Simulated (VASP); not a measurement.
C:

```xyz
8
Lattice="2.5221 0.0000 0.0000 -1.2611 2.1842 0.0000 0.0000 0.0000 8.2371" Properties=species:S:1:pos:R:3 pbc="T T T"
C     1.2611    0.7281    6.9501
C     0.0000    1.4561    2.8315
C     1.2611    0.7281    5.4056
C     0.0000    1.4561    1.2870
C     0.0000    0.0000    7.4649
C     0.0000    0.0000    3.3463
C     0.0000    0.0000    4.8908
C     0.0000    0.0000    0.7722
```

This is a hexagonal form of diamond, not graphite.

| Quantity | Value |
| --- | --- |
| Program | VASP 6.6.1 |
| Task | relaxation of cell and atoms |
| Functional | PBE |
| Dispersion | MBD |
| Potentials or basis | VASP PAW PBE potentials, release 64 (C) |
| Cutoff | 600 eV |
| k mesh | 12 × 12 × 4 |
| Occupations | fermi-dirac, width 0.05 eV |
| Spin | no spin polarisation |

At the start: pressure -2.7 GPa; volume 5.67 Å³/atom.

Problem. Where does the relaxation end?

Solution. Over 5 steps the energy falls by 2.7 meV/atom and the volume is 5.64 Å³/atom (-0.6 %); space group P6_3/mmc (No. 194, to 0.05 Å).

Step by step:
```tsv
step	energy change (eV)	largest force (eV/Å)	pressure (GPa)	volume (Å³)
1	0.0000	0.3287	-2.74	45.38
2	0.0159	0.4810	3.75	44.74
3	-0.0213	0.0503	-0.18	45.10
4	-0.0213	0.0546	0.21	45.06
5	-0.0215	0.0049	0.02	45.08
```

Final structure:
```cif
data_structure
_symmetry_space_group_name_H-M 'P 1'
_symmetry_Int_Tables_number 1
_cell_length_a 2.5084
_cell_length_b 2.5084
_cell_length_c 8.2731
_cell_angle_alpha 90.000
_cell_angle_beta 90.000
_cell_angle_gamma 120.000
_cell_volume 45.08
loop_
_atom_site_label
_atom_site_type_symbol
_atom_site_fract_x
_atom_site_fract_y
_atom_site_fract_z
_atom_site_occupancy
C1 C 0.66667 0.33333 0.84442 1
C2 C 0.33333 0.66667 0.34442 1
C3 C 0.66667 0.33333 0.65558 1
C4 C 0.33333 0.66667 0.15558 1
C5 C 0.00000 0.00000 0.90703 1
C6 C 0.00000 0.00000 0.40703 1
C7 C 0.00000 0.00000 0.59297 1
C8 C 0.00000 0.00000 0.09297 1
```
